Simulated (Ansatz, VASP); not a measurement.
# One calculation of BaTe, two programs

```
CELL_PARAMETERS angstrom
0.06664 3.59903 3.59903
3.59903 0.06664 3.59903
3.59903 3.59903 0.06664
ATOMIC_POSITIONS crystal
Ba 0.00000 0.00000 0.00000
Te 0.50000 0.50000 0.50000
```

Change from the starting cell: shear_111 strain +2.8%.

Alike in both runs: task single point; functional PBE; k mesh 6 × 6 × 6; occupations fermi-dirac, width 0.02 eV; no spin polarisation.

|  | VASP | Ansatz |
| --- | --- | --- |
| version | VASP 6.6.1 | Ansatz 0.2.0 |
| potentials or method | VASP PAW PBE potentials, release 64 (Ba_sv, Te) | plane waves, PAW |
| plane-wave cutoff (eV) | 520 | 420 |
| valence electrons in the cell | 16 | 26 |

|  | VASP | Ansatz | Ansatz less VASP |
| --- | --- | --- | --- |
| gap on the k mesh at the Fermi level (eV) | 1.60 | 1.67 | +0.073 |
| pressure (GPa) | -0.5 | -0.8 | -0.27 |
| largest component of the traceless stress (GPa) | 0.22 | 0.22 | +0.001 |

With one functional, cell and mesh, what is left measures potentials, basis and numerics. The two sets of potentials don't hold the same shells in valence.

Caveats: spin-orbit coupling is left out, which moves the levels of the heavy elements. A k mesh can miss the band edges.
